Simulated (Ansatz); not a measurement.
A run of Ansatz 0.2.0 is set up as follows.

Contents of input.yaml:

```yaml
crystal:
  lattice:
    - [4.160937, 0.0, 0.0]
    - [0.0, 4.160937, 0.0]
    - [0.0, 0.0, 3.887643]
  atoms:
    - { symbol: Cu, position: [0.5, 0.0, 0.5] }
    - { symbol: Cu, position: [0.0, 0.5, 0.5] }
    - { symbol: Cu, position: [0.0, 0.0, 0.0] }
    - { symbol: O, position: [0.0, 0.0, 0.5] }
    - { symbol: O, position: [0.5, 0.0, 0.0] }
    - { symbol: O, position: [0.0, 0.5, 0.0] }
hamiltonian:
  xc: pbe
  pseudopotentials: { kind: paw }
kpoints:
  mp_grid: { grid: [7, 7, 7] }
  band_path:
    path:
      - [[0.0, 0.0, 0.0], [0.0, 0.5, 0.0], [0.5, 0.5, 0.0], [0.0, 0.0, 0.0], [0.0, 0.0, 0.5], [0.0, 0.5, 0.5], [0.5, 0.5, 0.5], [0.0, 0.0, 0.5]]
      - [[0.0, 0.5, 0.0], [0.0, 0.5, 0.5]]
      - [[0.5, 0.5, 0.0], [0.5, 0.5, 0.5]]
    npoints: 14
scf:
  occupations: { method: fermi_dirac, width: 0.05 }
  n_extra_bands: 15
output:
  forces: true
  stress: true
  eigenvalues: true
  fatbands: true
```

Potentials or basis: Ansatz PAW.

Run with:

```bash
$ ansatz run input.yaml --threads 2 --pin off --max-ram 5632MiB --backend cpu --events-out ev --progress --plain --runs-dir out
```

(1) What does it give for the band gap on the k mesh?

(2) Predict the pressure.

## Answers

(1) none (metal or under the smearing width).

(2) 1.8 GPa.

Caveat: the pressure holds a Pulay correction of +0.7 GPa for the finite cutoff; an odd number of electrons without spin polarisation forces a metal; a magnetic or distorted state may lie lower; the run has no spin polarisation, though such a crystal can be magnetic; semilocal functionals often make such compounds metallic where correlation or magnetic order opens a gap, which also shifts bond lengths.
